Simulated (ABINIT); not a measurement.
## BeS (F-43m): G0W0 with ABINIT, start to end

How does a plane-wave GW calculation on BeS (F-43m) run from the first input to the gap?

Main program and level: ABINIT 10.8.3; PBE and many-body steps on it, plane waves.

The database entry behind the starting cell differs from later determinations by our own check (0.1 to 0.3 % short, probably kX units), so it need not match the best structure at ambient conditions.

## (1) The starting structure

The structure is cubic, space group F-43m (No. 216). Conventional cell: a = 4.850 Å, b = 4.850 Å, c = 4.850 Å, α = 90.00°, β = 90.00°, γ = 90.00°. Nearest to Be lie 4 S at 2.10 Å. S has 4 Be at 2.10 Å nearest. Farther neighbours and most contacts between anions are not listed.

The cell and positions come from the Crystallography Open Database and are kept as given unless a step says otherwise.

## (2) Ground state

This step: ABINIT 10.8.3; DFT, PBE, plane waves, norm-conserving pseudopotentials.

The ground-state density comes first.

run.abi

```
acell 3*1.0 Angstrom
rprim 
  0.000000000000 2.425000000000 2.425000000000
  2.425000000000 -0.000000000000 2.425000000000
  2.425000000000 2.425000000000 -0.000000000000
ntypat 2
znucl 4 16
natom 2
typat 1 2
xred 
  0.000000000000 0.000000000000 0.000000000000
  0.250000000000 0.250000000000 0.250000000000
pp_dirpath "pseudos"
pseudos "Be.upf, S.upf"
ecut 38
ngkpt 8 8 8
nshiftk 1
shiftk 0 0 0
kptopt 1
chksymbreak 0
nband 10
occopt 1
tolvrs 1e-10
nstep 60
prtwf 0
optforces 0
optstress 0
indata_prefix "in"
outdata_prefix "out"
tmpdata_prefix "tmp"
```

Launch:

```sh
$ OMP_NUM_THREADS=1 mpirun -n 4 abinit run.abi > log
```

Numbers of over 12 decimals in the logs are rounded to 6 here.

The program printed:

```text
.Version 10.8.3 of ABINIT. v10.8.2 released Aug 2026.

 Symmetries : space group F-4 3 m (#216); Bravais cF (face-center cubic)
================================================================================
 Values of the parameters that define the memory need of the present run
     intxc =       0    ionmov =       0      iscf =       7    lmnmax =       6
     lnmax =       6     mgfft =      36  mpssoang =       3    mqgrid =    3001
     natom =       2  nloc_mem =       1    nspden =       1   nspinor =       1
    nsppol =       1      nsym =      24    n1xccc =    2501    ntypat =       2
    occopt =       1   xclevel =       2
-    mband =          10        mffmem =           1         mkmem =           8
       mpw =        2180          nfft =       46656          nkpt =          29
================================================================================
  Rough estimation (10% accuracy) of disk space for files :
================================================================================

--------------------------------------------------------------------------------
------------- Echo of variables that govern the present computation ------------
--------------------------------------------------------------------------------
 -outvars: echo values of preprocessed input variables --------
            acell      1.8897261259E+00  1.8897261259E+00  1.8897261259E+00 Bohr

      chksymbreak           0
             ecut      3.80000000E+01 Hartree
-          fftalg         312

              ixc     -101130
              kpt      0.00000000E+00  0.00000000E+00  0.00000000E+00
                       1.25000000E-01  0.00000000E+00  0.00000000E+00
                       2.50000000E-01  0.00000000E+00  0.00000000E+00
                       3.75000000E-01  0.00000000E+00  0.00000000E+00
                       5.00000000E-01  0.00000000E+00  0.00000000E+00
                       1.25000000E-01  1.25000000E-01  0.00000000E+00
                       2.50000000E-01  1.25000000E-01  0.00000000E+00
                       3.75000000E-01  1.25000000E-01  0.00000000E+00
                       5.00000000E-01  1.25000000E-01  0.00000000E+00
   [... 18 further rows ...]
                      -3.75000000E-01  5.00000000E-01  1.25000000E-01
                      -2.50000000E-01  5.00000000E-01  2.50000000E-01
         kptrlatt        8    0    0      0    8    0      0    0    8
          kptrlen      5.18460405E+01
P           mkmem           8
            natom           2
            nband          10
            ngfft          36      36      36
             nkpt          29
            nstep          60
             nsym          24
           ntypat           2
              occ      2.000000  2.000000  2.000000  2.000000  2.000000  0.000000
                       0.000000  0.000000  0.000000  0.000000
        optforces           0
        optstress           0
            prtwf           0
            rprim      0.0000000000E+00  2.4250000000E+00  2.4250000000E+00
[...]
spgroup         216

           tolvrs      1.00000000E-10

             xred      0.0000000000E+00  0.0000000000E+00  0.0000000000E+00
[...]
znucl        4.00000   16.00000

================================================================================

 chkinp: Checking input parameters for consistency.

================================================================================
== DATASET  1 ==================================================================
-   mpi_nproc: 4, omp_nthreads: 1 (-1 if OMP is not activated)

--- !DatasetInfo
iteration_state: {dtset: 1, }
dimensions: {natom: 2, nkpt: 29, mband: 10, nsppol: 1, nspinor: 1, nspden: 1, mpw: 2180, }
cutoff_energies: {ecut:  38.0, pawecutdg:  -1.0, }
electrons: {nelect:   1.00000000E+01, charge:   0.00000000E+00, occopt:   1.00000000E+00, tsmear:   1.00000000E-02, }

 Real(R)+Recip(G) space primitive vectors, cartesian coordinates (Bohr,Bohr^-1):
 R(1)=  0.0000000  4.5825859  4.5825859  G(1)= -0.1091087  0.1091087  0.1091087
 R(2)=  4.5825859  0.0000000  4.5825859  G(2)=  0.1091087 -0.1091087  0.1091087
 R(3)=  4.5825859  4.5825859  0.0000000  G(3)=  0.1091087  0.1091087 -0.1091087
 Unit cell volume ucvol=  1.9246946E+02 bohr^3
 Angles (23,13,12)=  6.00000000E+01  6.00000000E+01  6.00000000E+01 degrees

 getcut: wavevector=  0.0000  0.0000  0.0000  ngfft=  36  36  36
         ecut(hartree)=     38.000   => boxcut(ratio)=   2.00180

--- Pseudopotential description ------------------------------------------------
- Be Generated using ONCVPSP code by D. R. Hamann
-  4.00000   4.00000  171031                  znucl, zion, pspdat
12 -101130 1 -1 1358                          pspcod,pspxc,lmax,lloc,mmax
     nproj     2     2     0
  pspatm : epsatm=    3.09777737
         --- l  ekb(1:nproj) -->
[...]
pspatm: atomic psp has been read  and splines computed

- S Generated using ONCVPSP code by D. R. Hamann
- 16.00000   6.00000  171031                  znucl, zion, pspdat
12 -101130 2 -1 1146                          pspcod,pspxc,lmax,lloc,mmax
     nproj     2     2     2
  pspatm : epsatm=    9.01821529
         --- l  ekb(1:nproj) -->
[...]
2   -3.547662   -0.986524
 pspatm: atomic psp has been read  and splines computed

   1.21159927E+02                                ecore*ucvol(ha*bohr**3)
--------------------------------------------------------------------------------

_setup2: Arith. and geom. avg. npw (full set) are    2154.486    2154.466

================================================================================

--- !BeginCycle
iteration_state: {dtset: 1, }
solver: {iscf: 7, nstep: 60, nline: 4, wfoptalg: 0, }
tolerances: {tolvrs: 1.00E-10, }

     iter   Etot(hartree)      deltaE(h)  residm     vres2
 ETOT  1  -25.055133766643    -2.506E+01 4.948E-02 1.829E+01
 ETOT  2  -25.069651560387    -1.452E-02 2.589E-03 1.810E+00
 ETOT  3  -25.069909014590    -2.575E-04 5.272E-04 7.820E-02
 ETOT  4  -25.069917782219    -8.768E-06 2.410E-04 1.248E-03
 ETOT  5  -25.069917860778    -7.856E-08 1.100E-04 4.469E-05
 ETOT  6  -25.069917862703    -1.925E-09 7.436E-05 8.136E-07
 ETOT  7  -25.069917862734    -3.064E-11 9.569E-05 5.788E-09
 ETOT  8  -25.069917862733     1.918E-13 6.185E-05 1.885E-10
 ETOT  9  -25.069917862735    -1.499E-12 7.665E-05 7.981E-12

 At SCF step    9       vres2   =  7.98E-12 < tolvrs=  1.00E-10 =>converged.

--- !ResultsGS
iteration_state: {dtset: 1, }
comment   : Summary of ground state results
lattice_vectors:
- [  0.0000000,   4.5825859,   4.5825859, ]
- [  4.5825859,  -0.0000000,   4.5825859, ]
- [  4.5825859,   4.5825859,  -0.0000000, ]
lattice_lengths: [   6.48076,    6.48076,    6.48076, ]
lattice_angles: [ 60.000,  60.000,  60.000, ] # degrees, (23, 13, 12)
lattice_volume:   1.9246946E+02
convergence: {deltae: -1.499E-12, res2:  7.981E-12, residm:  7.665E-05, diffor:  0.000E+00, }
etotal    :  -2.50699179E+01
entropy   :   0.00000000E+00
fermie    :   1.40452550E-01
cartesian_stress_tensor: null
pressure_GPa: null
xred      :
- [  0.0000E+00,   0.0000E+00,   0.0000E+00, Be]
- [  2.5000E-01,   2.5000E-01,   2.5000E-01,  S]
cartesian_forces: null
force_length_stats: {min: null, max: null, mean: null, }

 Integrated electronic density in atomic spheres:
 ------------------------------------------------
 Atom  Sphere_radius  Integrated_density
    1        2.00000          3.18984406
    2        2.00000          4.04088644
================================================================================

 ----iterations are completed or convergence reached----

 Mean square residual over all n,k,spin=   36.626E-08; max=  76.654E-06
 reduced coordinates (array xred) for    2 atoms
       0.000000000000      0.000000000000      0.000000000000
       0.250000000000      0.250000000000      0.250000000000
 rms dE/dt=  0.0000E+00; max dE/dt=  0.0000E+00; dE/dt below (all hartree)
    1       0.000000000000      0.000000000000      0.000000000000
    2       0.000000000000      0.000000000000      0.000000000000

 cartesian coordinates (angstrom) at end:
    1      0.000000     0.000000     0.000000
    2      1.212500     1.212500     1.212500
 length scales=  1.889726125908  1.889726125908  1.889726125908 bohr
              =  1.000000000000  1.000000000000  1.000000000000 angstroms
 prteigrs : about to open file out_EIG
 Fermi (or HOMO) energy (hartree) =   0.14045   Average Vxc (hartree)=  -0.36590
 Eigenvalues (hartree) for nkpt=  29  k points:
 kpt#   1, nband= 10, wtk=  0.00195, kpt=  0.0000  0.0000  0.0000 (reduced coord)
  -3.49631   -0.36259    0.14045    0.14045    0.14045    0.34860    0.34860    0.34860
   0.35691    0.60540
 prteigrs : prtvol=0 or 1, do not print more k-points.

--- !EnergyTerms
iteration_state     : {dtset: 1, }
comment             : Components of total free energy in Hartree
kinetic             :  1.25773700079123E+01
hartree             :  3.78764935373893E+00
xc                  : -5.64138539611627E+00
Ewald energy        : -1.51064138871186E+01
psp_core            :  6.29502088146515E-01
local_psp           : -1.39704399532395E+01
non_local_psp       : -7.34620007605826E+00
total_energy        : -2.50699178627349E+01
total_energy_eV     : -6.82187218117897E+02
band_energy         : -7.38339146156880E+00

== END DATASET(S) ==============================================================
================================================================================

 -outvars: echo values of variables after computation  --------
           etotal     -2.5069917863E+01
            nband          10
             nkpt          29
          spgroup         216
 [... the other variables as echoed above ...]

 Calculation completed.
```

Elapsed: 6.5 s, on 4 MPI ranks of Arm Neoverse V1, shared host; peak memory 0.31 GiB; 26 s of CPU time.

Numbers from this step:

```yaml
total_energy: -682.1872 eV
gap: 3.114 eV
k_of_the_valence_top: 0, 0, 0
k_of_the_conduction_bottom: 0.5, 0.5, 0
least_direct_gap: 5.664 eV
```

The gap is indirect, with the least direct gap 2.55 eV higher.

(Part 1 of 3 ends here.)

[Paths, hosts, dates, memory and timing lines, banners, echoed tables and standing remarks are left out of the program output.]

[Logs are printed without paths, hosts, clocks, repeated set-up lines and the standing remarks that a program may print on its own settings, such as how far it seeks lower states.]

[Runs of the session that timed out or met a known fault of the program may be left out.]

[Hosts, paths, dates, database ids (printed as entryN), source tags and the programs' standing remarks are cut or masked in the printed files.]

[G0W0 gaps are taken among the corrected bands and points alone; a level outside them can change the order at an edge.]

[Where Ansatz stands beside ABINIT at settings called matched, ABINIT's density can come from a denser mesh and the files from another edition; pairs whose starting gaps differed by over 0.03 eV were left out, so agreement reads better than it is.]
